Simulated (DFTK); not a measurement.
Runs of DFTK 0.8.2 on Rh. It takes space group Fm-3m (No. 225, cubic). The conventional cell has a = 3.796 Å, b = 3.796 Å, c = 3.796 Å, α = 90.00°, β = 90.00°, γ = 90.00°. Around Rh (site symmetry m-3m) lie 12 Rh at 2.68 Å. 

```tsv
task	level	potentials or basis	k mesh	cutoff (eV)	valence electrons	SCF solver	gap on the mesh (eV)	pressure (GPa)	V0 of scaled cells (Å³/atom)	B0 (GPa)
band structure	PBEsol	SG15 1.2 (PBE)	12 × 12 × 12	952	Rh 17	-	none	-4.2	-	-
band structure	r2SCAN	cp2k.nc.sr.pbe.v0_1.largecore.gth (PBE, GTH, large core)	10 × 10 × 10	2150	Rh 9	ScfAndersonSolver	none	4.6	-	-
single point	PBEsol	SG15 1.2 (PBE)	12 × 12 × 12	1225	Rh 17	-	none	-4.0	-	-
equation of state	PBEsol	SPMS 1.0 (PBE)	10 × 10 × 10	816	Rh 17	-	-	-	13.53	297
band structure	LDA	cp2k.nc.sr.lda.v0_1.largecore.gth (LDA, GTH, large core)	12 × 12 × 12	1660	Rh 9	-	none	-3.6	-	-
band structure	TASK	in-house norm-conserving set (r2SCAN, scalar relativistic)	10 × 10 × 10	1197	Rh 17	ScfAndersonSolver	none	1.5	-	-
single point	LDA	SG15 1.2 (PBE)	12 × 12 × 12	1225	Rh 17	-	none	(a)	-	-
equation of state	LDA	cp2k.nc.sr.lda.v0_1.largecore.gth (LDA, GTH, large core)	9 × 9 × 9	1660	Rh 9	-	-	-	(b)	(c)
equation of state	PBEsol	SPMS 1.0 (PBE)	10 × 10 × 10	1225	Rh 17	-	-	-	13.53	297
single point	r2SCAN	SG15 1.2 (PBE)	12 × 12 × 12	1225	Rh 17	-	none	-1.1	-	-
single point	PBEsol	dojo.nc.sr.pbesol.v0_4_1.standard.upf (PBEsol)	12 × 12 × 12	1197	Rh 17	-	none	-3.4	-	-
band structure	BJ06	cp2k.nc.sr.pbe.v0_1.largecore.gth (PBE, GTH, large core)	10 × 10 × 10	2150	Rh 9	-	none	-	-	-
```

Alike in all rows: no spin polarisation; cell as given; smearing fermi-dirac 0.05 eV.

**Question.** Estimate the missing entries.

**Answer.** (a) -11.3; (b) 13.58; (c) 301.

Caveats: the potentials were made for another functional, which shifts forces and pressure (some runs); GTH potentials come without recommended cutoffs, and this one wasn't checked for convergence (some runs); this set keeps more shells in the core, which shifts pressures and gaps (some runs); the program warned that the kinetic-energy density falls under its von Weizsäcker bound, which can give unphysical results (some runs); the program leaves the constant c of mgga_x_tb09 at 1, so the potential is Becke-Johnson's (BJ06) and not Tran and Blaha's, with levels but no total energy (some runs).

A k mesh can miss the band edges, and the runs leave out spin-orbit coupling on Rh.

A gap of «none» marks a metal or a gap under the smearing width.

Not every run made on this cell is shown here.
